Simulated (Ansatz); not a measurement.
## C (P6_3/mmc), random displacements

These are results of DFT r2SCAN, scalar-relativistic, plane waves, PAW in Ansatz, not measurements. Cutoff 500 eV, Γ-centred 12×12×6 k-points, Gaussian smearing of 0.05 eV. No spin polarisation. Energies are free energies at this smearing, counted from the undisturbed cell; pressure is positive in compression.

Reference structure (relaxed at this level):

```
CELL_PARAMETERS angstrom
2.50319 0.00000 0.00000
-1.25160 2.16783 0.00000
0.00000 0.00000 4.16888
ATOMIC_POSITIONS crystal
C 0.33333 0.66667 0.06273
C 0.66667 0.33333 0.56273
C 0.33333 0.66667 0.43727
C 0.66667 0.33333 0.93727
```

After a displacement of all atoms with no net shift and a strain of the cell, the run gives ΔE = 109.5 meV/atom; stress (xx, yy, zz, yz, xz, xy; compression positive) (-17.52, 5.08, -24.11, 7.89, 7.12, 33.10) GPa; gap on the mesh 2.70 eV.

```tsv
atom	Fx (eV/Å)	Fy	Fz
C1	0.771	-1.209	-0.332
C2	0.453	-3.181	0.323
C3	-0.768	2.479	0.113
C4	-0.456	1.911	-0.105
```

Task: Which displacements (Å, in the unstrained cell) and strain were applied?

Result:
```
atom ux uy uz
  C1  -0.02  -0.01   0.01
  C2   0.00   0.07  -0.01
  C3   0.02  -0.02   0.00
  C4   0.00  -0.05   0.00
```
Strain (Voigt, engineering shear): (0.0183, -0.0030, 0.0202, -0.0224, -0.0164, -0.0610).

Cost: 1 run of about 0.6 core-minutes, on Arm Neoverse V1 (shared hosts).